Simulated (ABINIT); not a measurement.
CoO:

```
CELL_PARAMETERS angstrom
1.50547 0.86918 2.43993
-1.50547 0.86918 2.43993
0.00000 -1.73837 2.43993
ATOMIC_POSITIONS crystal
Co 0.00000 0.00000 0.00000
O 0.50000 0.50000 0.50000
```

The cell is a database's computed one.

```yaml
Program: ABINIT 10.8.3 (patched build)
Task: relaxation of cell and atoms
Functional: PBEsol
Potentials_or_basis: PseudoDojo NC SR PBEsol v0.4.1 standard
Cutoff: 1306 eV
k_mesh: 8 × 8 × 8
Occupations: fermi-dirac, width 0.05 eV
Spin: collinear spin, ferromagnetic start
Starting_moments: "[2.0, 0.0] μB"
```

At the start: pressure -9.5 GPa; volume 9.58 Å³/atom.

Problem. How do energy, volume and symmetry change on relaxing?

Solution. Over 13 steps the energy falls by 16.0 meV/atom and the volume is 9.06 Å³/atom (-5.4 %); space group Fm-3m (No. 225, to 0.05 Å); moment 2.84 μB per cell.

Step by step:
```csv
step,energy change (eV),largest force (eV/Å),pressure (GPa),volume (Å³)
1,0.0000,0.0000,-9.50,19.16
2,-0.0248,0.0000,-4.81,18.60
3,-0.0322,0.0000,0.51,18.08
4,-0.0323,0.0000,-0.02,18.13
5,-0.0323,0.0000,-0.07,18.13
6,-0.0316,0.0000,-1.96,18.31
7,-0.0322,0.0000,-0.25,18.15
8,-0.0321,0.0000,-0.27,18.15
9,-0.0321,0.0000,0.15,18.11
10,-0.0320,0.0000,-0.79,18.20
11,-0.0321,0.0000,-0.03,18.13
12,-0.0321,0.0000,-0.01,18.13
13,-0.0321,0.0000,0.00,18.13
```

Final structure:
```yaml
crystal:
  lattice:
    - [1.47429, 0.85118, 2.40751]
    - [-1.47429, 0.85118, 2.40751]
    - [0.00000, -1.70236, 2.40751]
  atoms:
    - { symbol: Co, position: [0.00000, 0.00000, 0.00000] }
    - { symbol: O, position: [0.50000, 0.50000, 0.50000] }
```

Caveat: a cell with one magnetic atom can't hold antiferromagnetic order, which such compounds often take.
